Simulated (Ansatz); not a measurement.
An input for Ansatz 0.2.0 (ZnSe (Stilleite)):

```yaml
crystal:
  lattice:
    - [0.0, 2.8338, 2.8338]
    - [2.8338, 0.0, 2.8338]
    - [2.8338, 2.8338, 0.0]
  atoms:
    - { symbol: Zn, position: [0.0, 0.0, 0.0] }
    - { symbol: Se, position: [0.25, 0.25, 0.25] }
kpoints:
  mp_grid: { grid: [10, 10, 10] }
  band_path:
    path:
      - [0.0, 0.0, 0.0]
      - [-0.5, -0.5, 0.0]
      - [-0.375, -0.375, 0.25]
      - [-0.375, 0.0, 0.375]
      - [0.0, 0.0, 0.5]
      - [-0.5, -0.25, 0.25]
    npoints: 1
hamiltonian:
  xc: pbe
  pseudopotentials: { kind: paw, azcp: { folder: "./paw" } }
scf:
  occupations: { method: fixed }
  n_extra_bands: 4
output:
  eigenvalues: true
```

```sh
ansatz run input.yaml --threads 3 --pin off --max-ram 92160MiB --backend cuda --events-out ev --progress --plain --runs-dir out --devices 1 --max-vram 13GiB
```

How long will it take on 1 × NVIDIA H100 80GB HBM3 (shared by 6 runs) with 3 threads of AMD EPYC 7R13 (Zen 3), shared host, and how much memory?

It took 15 s; on shared hardware allow 7.5 s to 30 s. Peak host memory was 0.90 GiB. The sizes that set the cost: 893 plane waves a state, 47 irreducible k points and 8 SCF cycles.

[Paths, hosts, dates, memory and timing lines, banners, echoed tables and standing remarks are left out of the program output.]

[Logs are printed without paths, hosts, clocks, repeated set-up lines and the standing remarks that a program may print on its own settings, such as how far it seeks lower states.]

[Runs of the session that timed out or met a known fault of the program may be left out.]

[Cells called generated may have been cut or substituted from an entry of the Crystallography Open Database or the Materials Project.]

[Hosts, paths, dates, database ids (printed as entryN), source tags and the programs' standing remarks are cut or masked in the printed files.]
